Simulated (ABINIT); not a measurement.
Crystal: HgSe.

```
Hg Se
1.0
     0.00000    3.03900    3.03900
     3.03900    0.00000    3.03900
     3.03900    3.03900    0.00000
Hg Se
1 1
Direct
  0.00000 0.00000 0.00000
  0.75000 0.75000 0.75000
```

| Quantity | Value |
| --- | --- |
| Program | ABINIT 10.8.3 (patched build) |
| Task | relaxation of cell and atoms |
| Functional | PBEsol |
| Potentials or basis | PseudoDojo NC SR PBEsol v0.4.1 standard |
| Cutoff | 1061 eV |
| k mesh | 6 × 6 × 6 |
| Occupations | fermi-dirac, width 0.05 eV |
| Spin | no spin polarisation |

At the start: pressure 1.5 GPa; volume 28.07 Å³/atom.

Task: Where does the relaxation end?

Result: Over 4 steps the energy falls by 3.4 meV/atom and the volume is 28.83 Å³/atom (+2.7 %); space group F-43m (No. 216, to 0.05 Å).

Step by step:
```
step  energy change (eV)  largest force (eV/Å)  pressure (GPa)  volume (Å³)
   1              0.0000                0.0000            1.48        56.13
   2             -0.0022                0.0000            1.22        56.39
   3             -0.0068                0.0000            0.07        57.58
   4             -0.0068                0.0000            0.00        57.65
```

Final structure:
```
Hg Se
1.0
     0.00000    3.06617    3.06617
     3.06617    0.00000    3.06617
     3.06617    3.06617    0.00000
Hg Se
1 1
Direct
  0.00000 0.00000 0.00000
  0.75000 0.75000 0.75000
```
